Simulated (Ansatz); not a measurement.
# B: one candidate of a structure search

The task: take a trial cell of B to zero force and stress.

Method: DFT PBE, scalar-relativistic, plane waves, PAW, in Ansatz 0.2.0.

## (1) Starting point

It takes space group Imma (No. 74, orthorhombic). The conventional cell has a = 2.871 Å, b = 4.699 Å, c = 4.825 Å, α = 90.00°, β = 90.00°, γ = 90.00°. Around B (site symmetry m) lie 4 B at 1.68 Å.

Structure file:

```
CELL_PARAMETERS angstrom
-1.43535 2.34966 2.41267
1.43535 -2.34966 2.41267
1.43535 2.34966 -2.41267
ATOMIC_POSITIONS crystal
B 0.91153 0.34046 0.57107
B 0.73060 0.65954 0.07107
B 0.08847 0.65954 0.42893
B 0.26940 0.34046 0.92893
```

The cell is invented: 4-connected net of one element (Imma, No. 74). Lengths come from tabulated atomic sizes and are only a guess.

## (2) The guess as it stands, on a coarse mesh

input.yaml reads:

```yaml
crystal:
  lattice:
    - [-1.43534662, 2.34965851, 2.41266758]
    - [1.43534662, -2.34965851, 2.41266758]
    - [1.43534662, 2.34965851, -2.41266758]
  atoms:
    - { symbol: B, position: [0.91153082, 0.340463, 0.57106782] }
    - { symbol: B, position: [0.73060483, 0.659537, 0.07106782] }
    - { symbol: B, position: [0.08846918, 0.659537, 0.42893218] }
    - { symbol: B, position: [0.26939517, 0.340463, 0.92893218] }
basis:
  ecutwfc: 420
kpoints:
  mp_grid: { grid: [8, 8, 8] }
hamiltonian:
  xc: pbe
scf:
  occupations: { method: gaussian, width: 0.1 }
  lower_state_search: "off"
output:
  forces: true
  stress: true
  eigenvalues: true
```

Started as:

```
$ ansatz run input.yaml --threads 1 --pin off --max-ram 2560MiB --backend cpu --events-out ev --progress --plain --runs-dir out
```

What it wrote, cut to the lines that bear on the results:

```text
Warning: RAYON_NUM_THREADS=1 ignored (pool sized by the plan → 1); use --threads N
[...]
Pseudopotentials: kind: paw
Pseudopotential: B, paw, valence charge 3, recommended cutoff 420 eV (normal), B.paw.azcp
Functional definition: PBE
[...]
Crystal: 4 atoms, lattice volume = 32.548 Å³
Basis set: ecut = 420 eV, 623 PW (Γ), exchange–correlation on 50×50×50 points (8 copies of the dense FFT grid, shifted against one another)
Bands: 10, of which v1, the nominal top of the filled ones, is band 6 counted from 1 (5 counted from 0)
Symmetry: 8 space group operations
Space group: Imma (ITA 74), of the structure as read, at distance tolerance 3.2e-5 Å
k-points: 95 of 512
[...]
SCF iter   1: F=—  HF=-619.822764 eV  |F-HF|=—  |Δ(HF+E_count)|=         —  Δρ=4.91e-3  dr2=3.80e-3  ethr=1.77e-3  ⟨swp⟩=5.8  Hψ=5883  notcnv=0
[...]
SCF iter   6: F=-619.823753 eV  HF=-619.823753 eV  |F-HF|=3.41e-10  |Δ(HF+E_count)|=   4.02e-8  Δρ=1.59e-6  dr2=6.99e-10  ethr=2.02e-10  ⟨swp⟩=2.9  Hψ=3677  notcnv=0
[...]
SCF converged after 6 iterations
Free energy (F): -619.823753 eV
[...]
E sigma→0 (E₀):  -619.820540 eV
Entropy (-TS):   -0.006426 eV (-1.606 meV/atom)
Fermi energy:    6.947367 eV
[...]
--- Forces (eV/Å), atoms counted from 1 ---
  atom   1  B     -0.00000000    -1.55972559     0.41700672
  atom   2  B     -0.00000000    -1.55972559    -0.41700672
  atom   3  B      0.00000000     1.55972559    -0.41700672
  atom   4  B      0.00000000     1.55972559     0.41700672
[...]
--- Stress (GPa, compression-positive) ---
       16.278282       0.000000       0.000000
        0.000000      29.675968      -0.000000
        0.000000      -0.000000      13.814642
  P = ⅓ Tr σ = 19.9230 GPa (199.230 kbar)
--- Band table (eV; the first three rows and the last of 95) ---
  k-point 0: bands = ["-7.1081", "2.6059", "2.9359", "3.0296", "5.0374", "6.1803", "7.8056", "8.7986", "13.3932", "14.5602"]
[...]
```

It took 2.6 s on 1 thread of Arm Neoverse V1, shared host; peak memory 0.29 GiB.

Read-out: pressure 19.9 GPa, largest force 1.61 eV/Å, gap on this mesh none (metal). A cheap, loose relaxation comes first.

## (3) Rough relaxation on the coarse mesh

input.yaml: that of step 2 with these lines changed.

```diff
@@ -23 +23,6 @@
   eigenvalues: true
+relax:
+  adjacent_minimum: "off"
+  f_tol: 0.04
+  max_steps: 70
+  cell: { stress_tol: 0.4 }
```

Started as:

```
$ ansatz run input.yaml --threads 1 --pin off --max-ram 2560MiB --backend cpu --events-out ev --progress --plain --runs-dir out
```

What it wrote:

```text
Warning: RAYON_NUM_THREADS=1 ignored (pool sized by the plan → 1); use --threads N
Engine: ansatz 0.2.0, aarch64-unknown-linux-gnu
Pseudopotentials: kind: paw
Pseudopotential: B, paw, valence charge 3, recommended cutoff 420 eV (normal), B.paw.azcp
Functional definition: PBE
  parameter kappa = 0.804
  parameter beta = 0.06672455060314922
  exchange = pbe_x(kappa = kappa, mu = beta*pi^2/3)
  correlation = pbe_c(beta = beta)
Crystal: 4 atoms, lattice volume = 32.548 Å³
Basis set: ecut = 420 eV, 623 PW (Γ), exchange–correlation on 50×50×50 points (8 copies of the dense FFT grid, shifted against one another)
Bands: 10, of which v1, the nominal top of the filled ones, is band 6 counted from 1 (5 counted from 0)
Symmetry: 8 space group operations
Space group: Imma (ITA 74), of the structure as read, at distance tolerance 3.2e-5 Å
k-points: 95 of 512
Non-local potential: B, projectors of the file, l = 0: 2, l = 1: 2, l = 2: 1
PAW form: soft (Blöchl's): semilocal exchange-correlation on the pseudo side does not see the compensation charge
PAW one-centre angular grid: B, 110 points (default); XC on 64 Gauss nodes
Initial density: superposition of atomic densities (neutral atoms: chi_scale 0, normalization atom), corrected by the library's trained network
Initial wavefunctions: pseudopotential atomic-orbital guess
Functional: x = pbe(κ = 0.804, μ = 0.2195149727645171), c = pbe(β = 0.06672455060314922)
SCF iter   1: F=—  HF=-619.822764 eV  |F-HF|=—  |Δ(HF+E_count)|=         —  Δρ=4.91e-3  dr2=3.80e-3  ethr=1.77e-3  ⟨swp⟩=5.8  Hψ=5883  notcnv=0
preconditioner: auto → none  [metal: Δε(μ)=0.034 eV  Ē_g=10.408 eV  σ=0.100 eV  W_gap=0.19  n_scr=4 (ndim 8)  ℏωp=22.5 eV  f_vac=0.000  D(μ)=1.29/eV (n_scr^D=14)  sad-step TF]
SCF iter   2: F=—  HF=-619.823446 eV  |F-HF|=—  |Δ(HF+E_count)|=   6.82e-4  Δρ=2.93e-3  dr2=1.48e-3  ethr=3.17e-5  ⟨swp⟩=1.4  Hψ=1853  notcnv=0
SCF iter   3: F=—  HF=-619.823747 eV  |F-HF|=—  |Δ(HF+E_count)|=   3.01e-4  Δρ=2.13e-4  dr2=1.35e-5  ethr=1.23e-5  ⟨swp⟩=1.5  Hψ=1148  notcnv=0
SCF iter   4: F=—  HF=-619.823753 eV  |F-HF|=—  |Δ(HF+E_count)|=   6.46e-6  Δρ=6.77e-5  dr2=2.24e-6  ethr=1.12e-7  ⟨swp⟩=2.0  Hψ=1465  notcnv=0
iter 5 did not close the SCF: its close was put off for the readings that it lacked (scf_convergence_deferred on its scf_iter line)
SCF iter   5: F=-619.823753 eV  HF=-619.823753 eV  |F-HF|=3.54e-8  |Δ(HF+E_count)|=   1.04e-7  Δρ=1.31e-5  dr2=2.43e-8  ethr=1.86e-8  ⟨swp⟩=2.3  Hψ=1423  notcnv=0
SCF iter   6: F=-619.823753 eV  HF=-619.823753 eV  |F-HF|=3.40e-10  |Δ(HF+E_count)|=   4.03e-8  Δρ=1.59e-6  dr2=7.00e-10  ethr=2.02e-10  ⟨swp⟩=2.9  Hψ=3675  notcnv=0
SCF 1 converged in 6 iterations: F = -619.823753 eV  dr2 = 7.00e-10
relax step   1: F+E_penalty+E_count = -619.82375303 eV  Δ(F+E_penalty+E_count) = +0.000e0 eV  max|allowed force component| = 1.560e0 eV/Å  Δτ_max = 0.0000 Å  P = +19.923 GPa  Ω = 32.548 Å³  (6 SCF iters, dr2 threshold 1.00e-7 eV, accepted)
Crystal: 4 atoms, lattice volume = 34.131 Å³
Basis set: ecut = 420 eV, 665 PW (Γ), exchange–correlation on 50×50×50 points (8 copies of the dense FFT grid, shifted against one another)
Initial density: handed on by an earlier stage of this run
Initial wavefunctions: those handed on with the density
iter 1 solved again at ethr=2.66e-4 eV; its pass at ethr=3.10e-3 eV (dr2=3.19e-2 eV) is discarded
SCF iter   1: F=—  HF=-620.049325 eV  |F-HF|=—  |Δ(HF+E_count)|=         —  Δρ=7.89e-3  dr2=3.16e-2  ethr=2.66e-4  ⟨swp⟩=1.0  Hψ=7606  notcnv=0
preconditioner: auto → none  [metal: Δε(μ)=0.016 eV  Ē_g=10.077 eV  σ=0.100 eV  W_gap=0.09  n_scr=4 (ndim 8)  ℏωp=22.0 eV  f_vac=0.000  D(μ)=1.55/eV (n_scr^D=16)]
SCF iter   2: F=—  HF=-620.039001 eV  |F-HF|=—  |Δ(HF+E_count)|=   1.03e-2  Δρ=2.40e-3  dr2=1.94e-3  ethr=2.64e-4  ⟨swp⟩=2.6  Hψ=1506  notcnv=0
SCF iter   3: F=—  HF=-620.038745 eV  |F-HF|=—  |Δ(HF+E_count)|=   2.55e-4  Δρ=7.77e-4  dr2=1.77e-4  ethr=1.62e-5  ⟨swp⟩=2.0  Hψ=1375  notcnv=0
SCF iter   4: F=—  HF=-620.038766 eV  |F-HF|=—  |Δ(HF+E_count)|=   2.08e-5  Δρ=9.74e-5  dr2=1.66e-6  ethr=1.48e-6  ⟨swp⟩=2.0  Hψ=1528  notcnv=0
iter 5 did not close the SCF: its close was put off for the readings that it lacked (scf_convergence_deferred on its scf_iter line)
SCF iter   5: F=-620.038768 eV  HF=-620.038768 eV  |F-HF|=6.61e-8  |Δ(HF+E_count)|=   1.89e-6  Δρ=1.69e-5  dr2=6.68e-8  ethr=1.38e-8  ⟨swp⟩=2.2  Hψ=1488  notcnv=0
SCF iter   6: F=-620.038768 eV  HF=-620.038768 eV  |F-HF|=1.42e-9  |Δ(HF+E_count)|=   8.05e-8  Δρ=1.84e-6  dr2=5.63e-10  ethr=5.56e-10  ⟨swp⟩=2.3  Hψ=3873  notcnv=0
SCF 2 converged in 6 iterations: F = -620.038768 eV  dr2 = 5.63e-10
relax step   2: F+E_penalty+E_count = -620.03876821 eV  Δ(F+E_penalty+E_count) = -2.150e-1 eV  max|allowed force component| = 9.683e-1 eV/Å  Δτ_max = 0.0130 Å  P = +9.446 GPa  Ω = 34.131 Å³  energy of the carried Pulay correction = -3.095e-3 eV  (6 SCF iters, dr2 threshold 4.00e-7 eV, accepted)
Crystal: 4 atoms, lattice volume = 35.389 Å³
Basis set: ecut = 420 eV, 701 PW (Γ), exchange–correlation on 50×50×50 points (8 copies of the dense FFT grid, shifted against one another)
iter 1 solved again at ethr=5.61e-4 eV; its pass at ethr=3.10e-3 eV (dr2=6.73e-2 eV) is discarded
SCF iter   1: F=—  HF=-620.187488 eV  |F-HF|=—  |Δ(HF+E_count)|=         —  Δρ=1.19e-2  dr2=6.63e-2  ethr=5.61e-4  ⟨swp⟩=1.0  Hψ=8008  notcnv=0
preconditioner: auto → none  [metal: Δε(μ)=0.016 eV  Ē_g=9.754 eV  σ=0.100 eV  W_gap=0.09  n_scr=4 (ndim 8)  ℏωp=21.6 eV  f_vac=0.000  D(μ)=1.44/eV (n_scr^D=16)]
SCF iter   2: F=—  HF=-620.164793 eV  |F-HF|=—  |Δ(HF+E_count)|=   2.27e-2  Δρ=3.09e-3  dr2=2.32e-3  ethr=5.53e-4  ⟨swp⟩=2.7  Hψ=1797  notcnv=0
SCF iter   3: F=—  HF=-620.164614 eV  |F-HF|=—  |Δ(HF+E_count)|=   1.79e-4  Δρ=1.15e-3  dr2=2.91e-4  ethr=1.93e-5  ⟨swp⟩=1.1  Hψ=1036  notcnv=0
SCF iter   4: F=—  HF=-620.164655 eV  |F-HF|=—  |Δ(HF+E_count)|=   4.12e-5  Δρ=1.09e-4  dr2=1.97e-6  ethr=2.43e-6  ⟨swp⟩=2.0  Hψ=1514  notcnv=0
iter 5 did not close the SCF: its close was put off for the readings that it lacked (scf_convergence_deferred on its scf_iter line)
SCF iter   5: F=-620.164657 eV  HF=-620.164657 eV  |F-HF|=2.05e-8  |Δ(HF+E_count)|=   1.76e-6  Δρ=1.50e-5  dr2=6.32e-8  ethr=1.64e-8  ⟨swp⟩=2.3  Hψ=1492  notcnv=0
SCF iter   6: F=-620.164657 eV  HF=-620.164657 eV  |F-HF|=1.35e-9  |Δ(HF+E_count)|=   3.39e-8  Δρ=1.79e-6  dr2=8.14e-10  ethr=5.27e-10  ⟨swp⟩=2.5  Hψ=3876  notcnv=0
SCF 3 converged in 6 iterations: F = -620.164657 eV  dr2 = 8.14e-10
relax step   3: F+E_penalty+E_count = -620.16465669 eV  Δ(F+E_penalty+E_count) = -1.259e-1 eV  max|allowed force component| = 3.966e-1 eV/Å  Δτ_max = 0.0373 Å  P = +0.938 GPa  Ω = 35.389 Å³  energy of the carried Pulay correction = -5.451e-3 eV  (6 SCF iters, dr2 threshold 4.00e-7 eV, accepted)
[... from here on, the SCF cycles and remarks between the steps are left out ...]
relax step   4: F+E_penalty+E_count = -620.20571165 eV  Δ(F+E_penalty+E_count) = -4.105e-2 eV  max|allowed force component| = 1.502e-1 eV/Å  Δτ_max = 0.0416 Å  P = -0.608 GPa  Ω = 35.188 Å³  energy of the carried Pulay correction = -5.079e-3 eV  (6 SCF iters, dr2 threshold 4.00e-7 eV, accepted)
relax step   5: F+E_penalty+E_count = -620.21450273 eV  Δ(F+E_penalty+E_count) = -8.791e-3 eV  max|allowed force component| = 1.374e-1 eV/Å  Δτ_max = 0.0235 Å  P = -0.467 GPa  Ω = 34.744 Å³  energy of the carried Pulay correction = -4.253e-3 eV  (6 SCF iters, dr2 threshold 4.00e-7 eV, accepted)
relax step   6: F+E_penalty+E_count = -620.23779799 eV  Δ(F+E_penalty+E_count) = -2.330e-2 eV  max|allowed force component| = 1.419e-1 eV/Å  Δτ_max = 0.0366 Å  P = -0.145 GPa  Ω = 34.099 Å³  energy of the carried Pulay correction = -3.033e-3 eV  (6 SCF iters, dr2 threshold 4.00e-7 eV, accepted)
relax step   7: F+E_penalty+E_count = -620.36304872 eV  Δ(F+E_penalty+E_count) = -1.253e-1 eV  max|allowed force component| = 3.813e-1 eV/Å  Δτ_max = 0.0656 Å  P = -1.452 GPa  Ω = 32.921 Å³  energy of the carried Pulay correction = -7.438e-4 eV  (6 SCF iters, dr2 threshold 4.00e-7 eV, accepted)
relax step   8: F+E_penalty+E_count = -620.54711507 eV  Δ(F+E_penalty+E_count) = -1.841e-1 eV  max|allowed force component| = 3.813e-1 eV/Å  Δτ_max = 0.0640 Å  P = -2.555 GPa  Ω = 31.600 Å³  energy of the carried Pulay correction = +1.924e-3 eV  (6 SCF iters, dr2 threshold 4.00e-7 eV, accepted)
relax step   9: F+E_penalty+E_count = -620.65763744 eV  Δ(F+E_penalty+E_count) = -1.105e-1 eV  max|allowed force component| = 1.500e-1 eV/Å  Δτ_max = 0.0666 Å  P = +0.119 GPa  Ω = 30.252 Å³  energy of the carried Pulay correction = +4.762e-3 eV  (6 SCF iters, dr2 threshold 4.00e-7 eV, accepted)
relax step  10: F+E_penalty+E_count = -620.65786623 eV  Δ(F+E_penalty+E_count) = -2.288e-4 eV  max|allowed force component| = 1.952e-2 eV/Å  Δτ_max = 0.0311 Å  P = +0.921 GPa  Ω = 30.331 Å³  energy of the carried Pulay correction = +4.594e-3 eV  (5 SCF iters, dr2 threshold 4.00e-7 eV, accepted)
relax step  11: F+E_penalty+E_count = -620.68349244 eV  Δ(F+E_penalty+E_count) = -2.563e-2 eV  max|allowed force component| = 5.656e-2 eV/Å  Δτ_max = 0.0135 Å  P = +0.089 GPa  Ω = 30.360 Å³  energy of the carried Pulay correction = +4.531e-3 eV  (5 SCF iters, dr2 threshold 4.00e-7 eV, accepted)
relax step  12: F+E_penalty+E_count = -620.68389994 eV  Δ(F+E_penalty+E_count) = -4.075e-4 eV  max|allowed force component| = 6.052e-2 eV/Å  Δτ_max = 0.0068 Å  P = -0.132 GPa  Ω = 30.379 Å³  energy of the carried Pulay correction = +4.490e-3 eV  (4 SCF iters, dr2 threshold 4.00e-7 eV, accepted)
relax step  13: F+E_penalty+E_count = -620.68437971 eV  Δ(F+E_penalty+E_count) = -4.798e-4 eV  max|allowed force component| = 1.934e-2 eV/Å  Δτ_max = 0.0037 Å  P = -0.017 GPa  Ω = 30.369 Å³  energy of the carried Pulay correction = +4.512e-3 eV  (4 SCF iters, dr2 threshold 4.00e-7 eV, accepted)
relax step  14: F+E_penalty+E_count = -620.69288524 eV  Δ(F+E_penalty+E_count) = -8.506e-3 eV  max|allowed force component| = 1.943e-2 eV/Å  Δτ_max = 0.0000 Å  P = +0.192 GPa  Ω = 30.369 Å³  stress off target by 5.33e-1 GPa  SCF on the basis re-selected at this cell (its energy is not comparable with the rows above)  (4 SCF iters)
relax step  15: F+E_penalty+E_count = -620.69287887 eV  Δ(F+E_penalty+E_count) = +6.362e-6 eV  max|allowed force component| = 3.663e-3 eV/Å  Δτ_max = 0.0010 Å  P = -0.107 GPa  Ω = 30.395 Å³  energy of the carried Pulay correction = -7.715e-5 eV  (3 SCF iters, dr2 threshold 4.00e-7 eV, accepted)
iter 1 solved again at ethr=1.06e-8 eV; its pass at ethr=3.10e-3 eV (dr2=1.27e-6 eV) is discarded
SCF iter   1: F=—  HF=-620.692953 eV  |F-HF|=—  |Δ(HF+E_count)|=         —  Δρ=4.19e-5  dr2=3.25e-7  ethr=1.06e-8  ⟨swp⟩=3.5  Hψ=8565  notcnv=0
preconditioner: auto → none  [metal: Δε(μ)=0.065 eV  Ē_g=10.402 eV  σ=0.100 eV  W_gap=0.34  n_scr=4 (ndim 8)  ℏωp=23.3 eV  f_vac=0.000  D(μ)=0.92/eV (n_scr^D=4)]
SCF iter   2: F=—  HF=-620.692970 eV  |F-HF|=—  |Δ(HF+E_count)|=   1.69e-5  Δρ=1.63e-5  dr2=3.24e-8  ethr=2.71e-9  ⟨swp⟩=2.0  Hψ=1343  notcnv=0
SCF iter   3: F=-620.692970 eV  HF=-620.692970 eV  |F-HF|=1.29e-9  |Δ(HF+E_count)|=   9.32e-9  Δρ=4.45e-6  dr2=2.23e-9  ethr=2.13e-11  ⟨swp⟩=3.4  Hψ=3780  notcnv=0
SCF 16 converged in 3 iterations: F = -620.692970 eV  dr2 = 2.23e-9
relax step  16: F+E_penalty+E_count = -620.69296988 eV  Δ(F+E_penalty+E_count) = -9.101e-5 eV  max|allowed force component| = 3.745e-3 eV/Å  Δτ_max = 0.0000 Å  P = -0.103 GPa  Ω = 30.395 Å³  stress off target by 3.93e-1 GPa  SCF on the basis re-selected at this cell (its energy is not comparable with the rows above)  (3 SCF iters)
basis re-selected at this cell: Δ(F+E_penalty+E_count) = -9.101e-5 eV, ΔP = +0.004 GPa vs the last step (what re-selecting the basis moved, of the pressure what is left beyond the Pulay correction that the steps carried, after the strain that the cell walked since its last selection, with what the two solves' SCF thresholds leave and, on support functions, any second-order correction that the steps lacked; it is no measure of the basis error at this ecutwfc). This SCF's stress stands 3.93e-1 GPa from its target on what of the cell is left free (relax.cell.stress_tol is 4.00e-1 GPa) and its largest allowed force component is 3.74e-3 eV/Å (relax.f_tol is 4.00e-2 eV/Å): within both
SCF converged after 3 iterations
Free energy (F): -620.692970 eV
Harris-Foulkes:  -620.692970 eV  (|F-HF|=1.29e-9)
Internal energy: -620.688370 eV  (E = F + TS)
E sigma→0 (E₀):  -620.690670 eV
Entropy (-TS):   -0.004600 eV (-1.150 meV/atom)
Fermi energy:    8.551213 eV
--- Per-component energies (eV) ---
  E_band       = 32.223282
  E_kinetic    = 187.949182
  E_local      = -77.132447  (includes V_loc(G=0)·N_el)
  E_nonlocal   = 49.324919
  E_hartree    = 16.342866
  E_xc         = -126.575590
  E_vxc        = -149.998940  (∫ρ·V_xc dr)
  E_paw        = -314.294686  (= ΣΔE_a)
  E_vpaw       = -10.605270  (= ΣTr[D̂ρ^β])
  E_aug_tail   = -0.000010  (compensation charges beyond the density's cutoff)
  E_ewald      = -356.302604
  E_smearing   = -0.004600  (= −TS)
  E_closure    = 0.000000  (closes the sum)
  Σ components = -620.692970   (vs F -620.692970, Δ=0.00e0)
--- Forces (eV/Å), atoms counted from 1 ---
  atom   1  B      0.00000000     0.00374465    -0.00083282
  atom   2  B     -0.00000000     0.00374465     0.00083282
  atom   3  B     -0.00000000    -0.00374465     0.00083282
  atom   4  B      0.00000000    -0.00374465    -0.00083282
  max |Σ_I F_I| component: 3.47e-18 eV/Å
--- Stress (GPa, compression-positive) ---
       -0.392571       0.000000       0.000000
        0.000000       0.298169      -0.000000
        0.000000      -0.000000      -0.215179
  P = ⅓ Tr σ = -0.1032 GPa (-1.032 kbar)
--- Band table (eV; the first three rows and the last of 95) ---
  k-point 0: bands = ["-6.1404", "4.0044", "6.0138", "6.0706", "6.8548", "6.9832", "6.9909", "9.5878", "14.1140", "14.1280"]
  k-point 1: bands = ["-5.8147", "3.2273", "4.8244", "6.0939", "6.5307", "7.3887", "7.8915", "9.0899", "14.1835", "14.3267"]
  k-point 2: bands = ["-4.8426", "2.4027", "3.3957", "4.5211", "5.7334", "6.0462", "9.7726", "10.4686", "14.5878", "14.7786"]
  k-point 94: bands = ["-2.5358", "-1.2345", "0.8388", "2.9210", "4.4963", "11.5746", "11.7018", "11.9785", "13.1178", "19.7025"]
--- Relaxed structure (14 steps of the walk, 14 accepted, 2 SCFs on fresh bases) ---
  F+E_penalty+E_count = -620.69296988 eV   max|allowed force component| = 3.745e-3 eV/Å   (the final SCF, on the basis selected at the relaxed cell)
  cell:  # Å, volume = 30.3950 Å³
    - [-1.5021913726655864, 1.9335788252415473, 2.6161077323298927]
    - [1.5021913726655864, -1.9335788252415473, 2.6161077323298927]
    - [1.5021913726655864, 1.9335788252415473, -2.6161077323298927]
  atoms:
    - { symbol: B, position: [0.8339548432350656, 0.3340080873994964, 0.49994675583556936] }
    - { symbol: B, position: [0.6659386684360734, 0.665991912600504, -5.324416443058883e-5] }
    - { symbol: B, position: [0.16604515676493445, 0.6659919126005038, 0.5000532441644305] }
    - { symbol: B, position: [0.3340613315639268, 0.33400808739949617, 1.0000532441644305] }
```

It took 36 s on 1 thread of Arm Neoverse V1, shared host; peak memory 0.31 GiB.

Relaxation path:

| step | E - E(step 1) (eV/cell) | largest force component (eV/Å) | pressure (GPa) | volume (Å³) |
| --- | --- | --- | --- | --- |
| 1 | 0.0000 | 1.5597 | 19.92 | 32.55 |
| 2 | -0.2150 | 0.9683 | 9.45 | 34.13 |
| 3 | -0.3409 | 0.3966 | 0.94 | 35.39 |
| 4 | -0.3820 | 0.1502 | -0.61 | 35.19 |
| 5 | -0.3908 | 0.1374 | -0.47 | 34.74 |
| 6 | -0.4140 | 0.1419 | -0.15 | 34.10 |
| 7 | -0.5393 | 0.3813 | -1.45 | 32.92 |
| 8 | -0.7234 | 0.3813 | -2.55 | 31.60 |
| 9 | -0.8339 | 0.1500 | 0.12 | 30.25 |
| 10 | -0.8341 | 0.0195 | 0.92 | 30.33 |
| 11 | -0.8597 | 0.0566 | 0.09 | 30.36 |
| 12 | -0.8601 | 0.0605 | -0.13 | 30.38 |
| 13 | -0.8606 | 0.0193 | -0.02 | 30.37 |
| 14 | -0.8691 | 0.0194 | 0.19 | 30.37 |
| 15 | -0.8691 | 0.0037 | -0.11 | 30.40 |
| 16 | -0.8692 | 0.0037 | -0.10 | 30.40 |

Step 1 is the start. Steps 14, 16 each repeat the geometry before them on a plane-wave basis chosen anew, so the energy can jump there without any move.

Lengths and angles in the start's conventional setting:

|  | before | after | change |
| --- | --- | --- | --- |
| a (Å) | 2.871 | 3.004 | +4.7 % |
| b (Å) | 4.699 | 3.867 | -17.7 % |
| c (Å) | 4.825 | 5.232 | +8.4 % |
| volume (Å³/atom) | 8.14 | 7.60 | -6.6 % |
| shortest distance (Å) | 1.678 | 1.737 | +3.5 % |
| space group (0.01 Å) | Imma | Cmmm | changed |

[end of part 1 of 2]
